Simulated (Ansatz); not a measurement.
**MnSb: how the settings move a single-point run**

Aim: see which settings change the result for MnSb, by how much, and at what cost.

Computed with Ansatz 0.2.0 (reference: DFT, PBE, PAW with Ansatz's default frozen-core files, scalar-relativistic, unless a step's input says otherwise).

### 1 The structure to begin with

Symmetry: Fm-3m, No. 225, cubic system. Conventional cell: a = 5.805 Å, b = 5.805 Å, c = 5.805 Å, α = 90.00°, β = 90.00°, γ = 90.00°. Mn (site symmetry m-3m) is surrounded by 6 Sb at 2.90 Å. Sb (site symmetry m-3m) is surrounded by 6 Mn at 2.90 Å.

Coordinates:

```
CELL_PARAMETERS angstrom
0.00000 2.90262 2.90262
2.90262 0.00000 2.90262
2.90262 2.90262 0.00000
ATOMIC_POSITIONS crystal
Mn 0.00000 0.00000 0.00000
Sb 0.50000 0.50000 0.50000
```

### 2 Reference

Input file input.yaml:

```yaml
crystal:
  lattice:
    - [0.0, 2.9026208189, 2.9026208189]
    - [2.9026208189, 0.0, 2.9026208189]
    - [2.9026208189, 2.9026208189, 0.0]
  atoms:
    - { symbol: Mn, position: [0.0, 0.0, 0.0] }
    - { symbol: Sb, position: [0.5, 0.5, 0.5] }
kpoints:
  mp_grid: { grid: [12, 12, 12] }
scf:
  occupations: { method: fermi_dirac, width: 0.08 }
hamiltonian:
  xc: pbe
  pseudopotentials: { kind: paw }
output:
  forces: true
  stress: true
  eigenvalues: true
```

On the command line:

```
$ ansatz run input.yaml --threads 1 --pin off --max-ram 3072MiB --backend cpu --events-out ev --progress --plain --runs-dir out
```

From the output:

```text
[...]
Basis set: ecut = 420 eV, 941 PW (Γ), exchange–correlation on 60×60×60 points (8 copies of the dense FFT grid, shifted against one another)
[...]
k-points: 72 of 1728
[...]
SCF iter   1: F=—  HF=-10381.028524 eV  |F-HF|=—  |Δ(HF+E_count)|=         —  Δρ=1.10e-3  dr2=3.34e-4  ethr=1.77e-3  ⟨swp⟩=5.5  Hψ=5792  notcnv=0
preconditioner: auto → Kerker (q_TF=auto, 2.515 Å⁻¹)  [metal: Δε(μ)=0.020 eV  Ē_g=4.568 eV  σ=0.080 eV  W_gap=0.06  n_scr=14 (ndim 8)  ℏωp=18.4 eV  f_vac=0.000  D(μ)=8.90/eV (n_scr^D=168)]
SCF iter   2: F=—  HF=-10381.028260 eV  |F-HF|=—  |Δ(HF+E_count)|=   2.64e-4  Δρ=7.00e-4  dr2=1.44e-4  ethr=1.11e-6  ⟨swp⟩=2.9  Hψ=3198  notcnv=0
[...]
SCF iter   5: F=—  HF=-10381.028429 eV  |F-HF|=—  |Δ(HF+E_count)|=   7.66e-7  Δρ=2.04e-5  dr2=1.63e-7  ethr=4.34e-9  ⟨swp⟩=2.0  Hψ=1787  notcnv=0
SCF iter   6: F=-10381.028429 eV  HF=-10381.028429 eV  |F-HF|=1.71e-9  |Δ(HF+E_count)|=   8.00e-9  Δρ=4.14e-6  dr2=1.18e-8  ethr=3.33e-10  ⟨swp⟩=4.2  Hψ=4704  notcnv=0
[...]
SCF converged after 6 iterations
Free energy (F): -10381.028429 eV
[...]
E sigma→0 (E₀):  -10380.938546 eV
[...]
Fermi energy:    9.772473 eV
[...]
  P = ⅓ Tr σ = -16.5889 GPa (-165.889 kbar)
[...]
```

Wall time 2.7 s (1 thread of Arm Neoverse V2, shared host); peak memory 0.36 GiB.

### 3 A run with other settings

Changes to input.yaml since step 2:

```diff
@@ -12,2 +12,3 @@
   occupations: { method: fermi_dirac, width: 0.08 }
+  convergence: { dr2_threshold: 0.0001 }
 hamiltonian:
@@ -15,2 +16,3 @@
   pseudopotentials: { kind: paw }
+  hubbard: { sites: [{ species: Mn, l: d, u_eff: 5.0 }], double_counting: fll }
 output:
```

On the command line:

```
$ ansatz run input.yaml --threads 1 --pin off --max-ram 3072MiB --backend cpu --events-out ev --progress --plain --runs-dir out
```

The program printed:

```text
Warning: scf.convergence.dr2_threshold = 1e-4 eV is looser than this run's default, which is 1e-7 eV or tighter. The error in the forces grows as the threshold's square root, so leave the key out unless less accurate forces are enough
Warning: output.stress: scf.convergence.dr2_threshold = 1e-4 eV is looser than the 2e-10 eV advised for a printed stress (1e-10 eV for each atom of the cell: 2). What an SCF threshold leaves in a stress goes as its square root, and in the free energy as the threshold itself, and one threshold admits the most on a small cell: of the crystals measured, under no hybrid functional and no lock of the moments, on runs that ended without the residual-converged pass, on stresses that held no estimate of that error, the worst erred by over 100 MPa in a component at 1e-7 eV an atom and by under 5 at 1e-10. Set scf.convergence.dr2_threshold to 2e-10 eV or tighter. The threshold is an SCF's pass mark: one that does not reach it within its budget of iterations ends unconverged, or closes short of it on a stop that the run arms, and scf.convergence.dr2_threshold's page says what that costs each kind of run
Mn: projections on atomic orbitals take those of the free atom [Ne] 3s2 3p6 3d5 4s2, of charge +0.00 (hamiltonian.pseudopotentials.projection_atoms); the dataset's partial waves leave at most 9.0e-7 of an orbital's norm unspanned inside its sphere
Sb: projections on atomic orbitals take those of the free atom [Kr] 4d10 5s2 5p3, of charge +0.00 (hamiltonian.pseudopotentials.projection_atoms); the dataset's partial waves leave at most 3.6e-6 of an orbital's norm unspanned inside its sphere
Engine: ansatz 0.2.0
Pseudopotentials: kind: paw
Pseudopotential: Mn, paw, valence charge 15, recommended cutoff 420 eV (normal)
Pseudopotential: Sb, paw, valence charge 15, recommended cutoff 420 eV (normal)
Functional definition: PBE
  parameter kappa = 0.804
  parameter beta = 0.06672455060314922
  exchange = pbe_x(kappa = kappa, mu = beta*pi^2/3)
  correlation = pbe_c(beta = beta)
Crystal: 2 atoms, lattice volume = 48.910 Å³
Basis set: ecut = 420 eV, 941 PW (Γ), exchange–correlation on 60×60×60 points (8 copies of the dense FFT grid, shifted against one another)
Bands: 19, of which v1, the nominal top of the filled ones, is band 15 counted from 1 (14 counted from 0)
Symmetry: 48 space group operations
Space group: Fm-3m (ITA 225), of the structure as read, at distance tolerance 3.7e-5 Å
k-points: 72 of 1728
Non-local potential: Mn, projectors of the file, l = 0: 3, l = 1: 2, l = 2: 3, l = 3: 1
Non-local potential: Sb, projectors of the file, l = 0: 2, l = 1: 2, l = 2: 2, l = 3: 2
PAW form: soft (Blöchl's): semilocal exchange-correlation on the pseudo side does not see the compensation charge
PAW one-centre angular grid: Mn, 590 points (default); XC on 64 Gauss nodes
PAW one-centre angular grid: Sb, 590 points (default); XC on 64 Gauss nodes
Initial density: superposition of atomic densities (chi_scale 0.1, normalization cell, long waves kept (reshape's long-wave potential 0.00 eV rms))
Initial wavefunctions: pseudopotential atomic-orbital guess
Functional: x = pbe(κ = 0.804, μ = 0.2195149727645171), c = pbe(β = 0.06672455060314922)
SCF iter   1: F=—  HF=-10379.413386 eV  |F-HF|=—  |Δ(HF+E_count)|=         —  Δρ=3.17e-1  dr2=5.80e1  ethr=3.10e-3  ⟨swp⟩=5.6  Hψ=5641  notcnv=0
preconditioner: auto → Kerker (q_TF=auto, 2.515 Å⁻¹)  [metal: Δε(μ)=0.053 eV  Ē_g=15.125 eV  σ=0.080 eV  W_gap=0.16  n_scr=14 (ndim 8)  ℏωp=24.9 eV  f_vac=0.000  D(μ)=2.53/eV (n_scr^D=26)]
SCF iter   2: F=—  HF=-10383.683012 eV  |F-HF|=—  |Δ(HF+E_count)|=    4.27e0  Δρ=3.88e-1  dr2=6.56e1  ethr=3.10e-3  ⟨swp⟩=4.1  Hψ=4179  notcnv=0  defer=3
SCF iter   3: F=—  HF=-10376.041024 eV  |F-HF|=—  |Δ(HF+E_count)|=    7.64e0  Δρ=1.38e-1  dr2=7.01e0  ethr=3.10e-3  ⟨swp⟩=3.5  Hψ=3570  notcnv=0
SCF iter   4: F=—  HF=-10376.960721 eV  |F-HF|=—  |Δ(HF+E_count)|=   9.20e-1  Δρ=1.65e-1  dr2=1.46e1  ethr=3.10e-3  ⟨swp⟩=3.7  Hψ=3621  notcnv=0
SCF iter   5: F=—  HF=-10379.123141 eV  |F-HF|=—  |Δ(HF+E_count)|=    2.16e0  Δρ=2.00e-1  dr2=2.02e1  ethr=3.10e-3  ⟨swp⟩=4.1  Hψ=3746  notcnv=0  defer=1
SCF iter   6: F=—  HF=-10377.533450 eV  |F-HF|=—  |Δ(HF+E_count)|=    1.59e0  Δρ=1.20e-1  dr2=7.29e0  ethr=3.10e-3  ⟨swp⟩=2.9  Hψ=2620  notcnv=0
SCF iter   7: F=—  HF=-10376.923499 eV  |F-HF|=—  |Δ(HF+E_count)|=   6.10e-1  Δρ=3.77e-2  dr2=6.71e-1  ethr=3.10e-3  ⟨swp⟩=2.4  Hψ=2221  notcnv=0
SCF iter   8: F=—  HF=-10376.804258 eV  |F-HF|=—  |Δ(HF+E_count)|=   1.19e-1  Δρ=1.15e-2  dr2=3.41e-2  ethr=2.24e-3  ⟨swp⟩=2.1  Hψ=1958  notcnv=0
SCF iter   9: F=—  HF=-10376.849682 eV  |F-HF|=—  |Δ(HF+E_count)|=   4.54e-2  Δρ=4.03e-3  dr2=8.00e-3  ethr=1.14e-4  ⟨swp⟩=2.5  Hψ=2209  notcnv=0
SCF iter  10: F=—  HF=-10376.851204 eV  |F-HF|=—  |Δ(HF+E_count)|=   1.52e-3  Δρ=3.02e-3  dr2=4.00e-3  ethr=2.67e-5  ⟨swp⟩=1.0  Hψ=1394  notcnv=0
SCF iter  11: F=—  HF=-10376.853288 eV  |F-HF|=—  |Δ(HF+E_count)|=   2.08e-3  Δρ=9.69e-4  dr2=5.61e-4  ethr=1.33e-5  ⟨swp⟩=1.1  Hψ=1378  notcnv=0
SCF iter  12: F=-10376.853258 eV  HF=-10376.853247 eV  |F-HF|=1.13e-5  |Δ(HF+E_count)|=   4.11e-5  Δρ=1.77e-4  dr2=3.22e-6  ethr=3.33e-7  ⟨swp⟩=5.7  Hψ=6892  notcnv=0
SCF 1 converged in 12 iterations: F = -10376.853258 eV  dr2 = 3.22e-6
SCF converged after 12 iterations
Free energy (F): -10376.853258 eV
Harris-Foulkes:  -10376.853247 eV  (|F-HF|=1.13e-5)
Internal energy: -10376.800479 eV  (E = F + TS)
E sigma→0 (E₀):  -10376.826868 eV
Entropy (-TS):   -0.052779 eV (-26.389 meV/atom)
Fermi energy:    9.286070 eV
--- Per-component energies (eV) ---
  E_band       = -470.032672
  E_kinetic    = 510.207774
  E_local      = -3868.449573  (includes V_loc(G=0)·N_el)
  E_nonlocal   = 613.572148
  E_hartree    = 1663.011325
  E_xc         = -248.120711
  E_vxc        = -236.319144  (∫ρ·V_xc dr)
  E_hubbard    = 1.627786  (on-site DFT+U / exact-exchange correction)
  E_vhub       = -11.468890  (the Hubbard potential's part of the band-sum identity)
  E_paw        = -5881.643231  (= ΣΔE_a)
  E_vpaw       = -803.669294  (= ΣTr[D̂ρ^β])
  E_aug_tail   = -0.000012  (compensation charges beyond the density's cutoff)
  E_ewald      = -3167.005986
  E_smearing   = -0.052779  (= −TS)
  E_closure    = -0.000000  (closes the sum)
  Σ components = -10376.853258   (vs F -10376.853258, Δ=0.00e0)
--- Forces (eV/Å), atoms counted from 1 ---
  atom   1  Mn    -0.00000000     0.00000000    -0.00000000
  atom   2  Sb     0.00000000    -0.00000000     0.00000000
  max |Σ_I F_I| component: 6.86e-29 eV/Å
--- Stress (GPa, compression-positive) ---
       -4.897466       0.000000      -0.000000
       -0.000000      -4.897466      -0.000000
        0.000000      -0.000000      -4.897466
  P = ⅓ Tr σ = -4.8975 GPa (-48.975 kbar)
--- Band table (eV; the first three rows and the last of 72) ---
  k-point 0: bands = ["-68.1128", "-36.9310", "-36.9310", "-36.9310", "-19.0914", "-19.0914", "-19.0659", "-19.0659", "-19.0659", "-0.8210", "7.6754", "7.6754", "7.6754", "11.0315", "11.0315", "11.0315", "12.0245", "12.0245", "14.2142"]
  k-point 1: bands = ["-68.1127", "-36.9312", "-36.9310", "-36.9310", "-19.0914", "-19.0914", "-19.0657", "-19.0655", "-19.0655", "-0.7445", "7.6132", "7.6851", "7.6851", "10.4675", "10.8043", "10.8043", "12.2881", "12.2881", "14.7307"]
  k-point 2: bands = ["-68.1127", "-36.9316", "-36.9311", "-36.9311", "-19.0913", "-19.0913", "-19.0652", "-19.0644", "-19.0644", "-0.5204", "7.3603", "7.7098", "7.7098", "9.4983", "10.4252", "10.4252", "12.7737", "12.7737", "15.2822"]
  k-point 71: bands = ["-68.1127", "-36.9325", "-36.9325", "-36.9320", "-19.0941", "-19.0890", "-19.0621", "-19.0621", "-19.0551", "1.3850", "6.5035", "6.5035", "7.4729", "8.2761", "8.5679", "8.5679", "11.9874", "12.7721", "15.9388"]
Occupation matrices written to <dir>
```

It took 6.2 s on 1 thread of Arm Neoverse V2, shared host; peak memory 0.39 GiB.

### 4 Checking the result

The run converged and reported no error, with warnings (filled band counts differ across k points, force scf threshold loose, stress scf threshold loose). Its log warns: «scf.convergence.dr2_threshold = 1e-4 eV is looser than this run's default, which is 1e-7 eV or tighter. The error in the forces grows as the threshold's square root ...»

The suspect setting: scf.convergence.dr2_threshold is 0.0001. With so loose a criterion, "converged" says little: forces and stress carry the leftover error to first order.

To undo it: delete scf.convergence.dr2_threshold (the default then holds).

Changing the convergence setting and Hubbard U moves the energy by +2.09 eV/atom, and the pressure goes from -16.6 to -4.9 GPa. The U term adds an energy of its own, so the shift says nothing about which run is better. Cost: 12 SCF cycles against 6, 6.2 s against 2.7 s.

### 5 Side by side

```tsv
run	ending	energy change	pressure (GPa)	gap (eV)	force (eV/Å)	cycles	time
reference	converged	0	-16.6	0.00	0.00	6	2.7 s
1: dr2_threshold 0.0001, hubbard.sites [{species: Mn, l: d, u_eff: 5.0}], hubbard.double_counting fll	converged	+2.09 eV/atom (U changed: no physical gain or loss)	-4.9	0.00	0.00	12	6.2 s
```

Residual by cycle in the longest SCF loop of each run; runs are numbered as in the table. The quantity is the density residual dr2, in eV.

```tsv
cycle	reference	run 1
1	3.3e-4	58
2	1.4e-4	65.6
3	4.7e-6	7.01
4	1.3e-6	14.6
5	1.6e-7	20.2
6	1.2e-8	7.29
7	-	0.671
8	-	0.0341
9	-	0.008
10	-	0.004
11	-	5.6e-4
12	-	3.2e-6
```

Changing the convergence setting and Hubbard U moves the energy by +2.09 eV/atom, and the pressure goes from -16.6 to -4.9 GPa. The U term adds an energy of its own, so the shift says nothing about which run is better. Cost: 12 SCF cycles against 6, 6.2 s against 2.7 s. A changed U is a change of model: its shifts are not errors of convergence. The structure is not at rest: the sound run finds -17 GPa, so these are no properties of the relaxed crystal. The reference leaves spin out although Mn can carry a moment, so its state need not be the lowest.
